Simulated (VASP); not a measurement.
Input of a VASP 6.6.1 run:

Contents of INCAR:

```
SYSTEM = Ba
PREC = Accurate
ENCUT = 520
EDIFF = 1E-6
ISMEAR = -1
SIGMA = 0.1
LREAL = .FALSE.
LASPH = .TRUE.
NELM = 100
ALGO = Normal
ISIF = 2
LWAVE = .FALSE.
LCHARG = .TRUE.
GGA = B5
ALDAX = 1.0
AGGAX = 1.0
AGGAC = 1.0
ALDAC = 0.0
LELF = .TRUE.
LVHAR = .TRUE.
NBANDS = 11
```

File KPOINTS:

```
Automatic mesh
0
G
  13 13 13
  0 0 0
```

The input POSCAR:

```
Ba
1.0
    4.0716264249      0.0000000000      0.0000000000
    0.0000000000      4.0716264249      0.0000000000
    0.0000000000      0.0000000000      4.0716264249
Ba
1
Direct
    0.0000000000      0.0000000000      0.0000000000
```

Potentials or basis: VASP PAW PBE potentials, release 64 (Ba_sv).

Command:

```bash
$ cat potpaw_PBE.64/Ba_sv/POTCAR > POTCAR
$ mpirun -np 1 vasp_std > vasp.out
```

What does it give for the pressure?

0.1 GPa.

What does it give for the band gap on the k mesh?

0.06 eV, direct.

Caveat: the PAW data sets were made with another functional, which shifts forces and pressure a little; spin-orbit coupling is left out, which moves the levels of the heavy elements; an odd mesh through Γ misses points on the zone boundary, where band edges often lie. BLYP gaps usually lie below the measured ones, often by a third to a half.
